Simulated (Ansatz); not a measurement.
# CoPtO2: equation of state with PBE

CoPtO2:

```
Pt Co O
1.0
     1.41227    0.81537    5.93939
    -1.41227    0.81537    5.93939
     0.00000   -1.63075    5.93939
Pt Co O
1 1 2
Direct
  0.00000 0.00000 0.00000
  0.50000 0.50000 0.50000
  0.11224 0.11224 0.11224
  0.88776 0.88776 0.88776
```

The cell is a database's computed one.

```
Program             : Ansatz 0.2.0
Task                : equation of state
Functional          : PBE
Potentials or basis : all-electron LAPW, scalar-relativistic
Basis error allowed : 0.001 eV/atom
k mesh              : 11 × 11 × 11
Occupations         : fermi-dirac, width 0.05 eV
Spin                : collinear spin, ferromagnetic start
Starting moments    : [0.0, 2.0, 0.0, 0.0] μB
```

```json
{
 "Equilibrium volume": "10.50 Å³/atom",
 "Bulk modulus at fixed shape and positions": "242 GPa",
 "Pressure derivative of the bulk modulus": "4.9"
}
```

Energy against volume, from the lowest point:
```
volume (Å³/atom)  energy (meV/atom)
           9.644              61.87
           9.849              34.21
          10.054              15.30
          10.259               4.18
          10.464               0.00
          10.669               2.00
          10.875               9.52
```

All runs of the series together: 12 min on 4 threads of Arm Neoverse V2, with other jobs on the host.

Caveat: the cell was scaled at fixed shape and fractional positions, which overstates the stiffness of a crystal with free parameters, most of all of layers and chains; the starting moments weren't kept. The run has no spin-orbit coupling, so splittings on Pt are missing.
